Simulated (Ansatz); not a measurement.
# TaC: the cost of one run

Program: Ansatz 0.2.0. Level of theory: DFT PBEsol, scalar-relativistic, plane waves, PAW. These are calculated values, not measurements.

3 further runs of the same task are left out: 1 that didn't finish, 2 set aside as unsound or not needed.

## 1. The system as given

The structure is cubic, space group Fm-3m (No. 225). Conventional cell: a = 4.440 Å, b = 4.440 Å, c = 4.440 Å, α = 90.00°, β = 90.00°, γ = 90.00°. Around Ta (site symmetry m-3m) lie 6 C at 2.22 Å. C (site symmetry m-3m) has 6 Ta at 2.22 Å as nearest neighbours.

Coordinates:

```xyz
2
Lattice="0.0000 2.2198 2.2198 2.2198 0.0000 2.2198 2.2198 2.2198 0.0000" Properties=species:S:1:pos:R:3 pbc="T T T"
Ta    0.0000    0.0000    0.0000
C     2.2198    2.2198    2.2198
```

It is the result of an earlier relaxation at this level (volume 10.94 Å³/atom; gap on the mesh: none (metal)).

## 2. A stricter relaxation, with the smearing for a metal

Response runs need a geometry at rest under their own mesh and occupations; hence this stricter relaxation.

The input, input.yaml:

```yaml
crystal:
  lattice:
    - [0.0, 2.2198225832, 2.2198225832]
    - [2.2198225832, 0.0, 2.2198225832]
    - [2.2198225832, 2.2198225832, 0.0]
  atoms:
    - { symbol: Ta, position: [0.0, 0.0, 0.0] }
    - { symbol: C, position: [0.5, 0.5, 0.5] }
basis:
  ecutwfc: 420
kpoints:
  mp_grid: { grid: [16, 16, 16] }
hamiltonian:
  xc: pbesol
scf:
  occupations: { method: fermi_dirac, width: 0.15 }
output:
  forces: true
  stress: true
  eigenvalues: true
relax:
  adjacent_minimum: "off"
  f_tol: 0.001
  max_steps: 60
  cell: { stress_tol: 0.01 }
```

Started as:

```console
$ ansatz run input.yaml --threads 1 --pin off --max-ram 3072MiB --backend cpu --events-out ev --progress --plain --runs-dir out
```

What time and memory should one allow on 1 thread of AMD EPYC 9R45 (Zen 5), shared host?

About 5.1 s, with a peak of 0.41 GiB.
